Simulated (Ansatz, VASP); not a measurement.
## TePt (mix) in VASP and in Ansatz

```
CELL_PARAMETERS angstrom
1.96204 1.13279 6.38684
-1.96204 1.13279 6.38684
0.00000 -2.26557 6.38684
ATOMIC_POSITIONS crystal
Te 0.60183 0.60183 0.60183
Te 0.39817 0.39817 0.39817
Pt 0.87082 0.87082 0.87082
Pt 0.12918 0.12918 0.12918
```

Alike in both runs: functional PBEsol; dispersion D3(BJ); k mesh 12 × 12 × 12; occupations gaussian, width 0.1 eV; no spin polarisation.

Ansatz relaxed the structure, and its values are those at the end. VASP's run is a single point on that final structure, the one shown.

|  | VASP | Ansatz |
| --- | --- | --- |
| version | VASP 6.6.1 | Ansatz 0.2.0 |
| potentials or method | VASP PAW PBE potentials, release 64 (Te, Pt) | scalar-relativistic, plane waves, PAW |
| plane-wave cutoff (eV) | 520 | 420 |
| valence electrons in the cell | 32 | 68 |

```csv
,VASP,Ansatz,Ansatz less VASP
gap on the k mesh at the Fermi level (eV),none,none,-
pressure (GPa),-0.1,0.0,+0.15
rms of the force components (eV/Å),0.004,0.000,-0.0033
```

A gap of «none» marks a metal or a gap that the smearing closes. With one functional, cell and mesh, what is left measures potentials, basis and numerics. The two sets of potentials don't hold the same shells in valence.

Caveats: the PAW data sets were made with another functional, which shifts forces and pressure a little (VASP); pairwise dispersion overbinds metals, which lowers pressure and volume. Spin-orbit coupling is left out, which matters for the levels of Pt, Te.
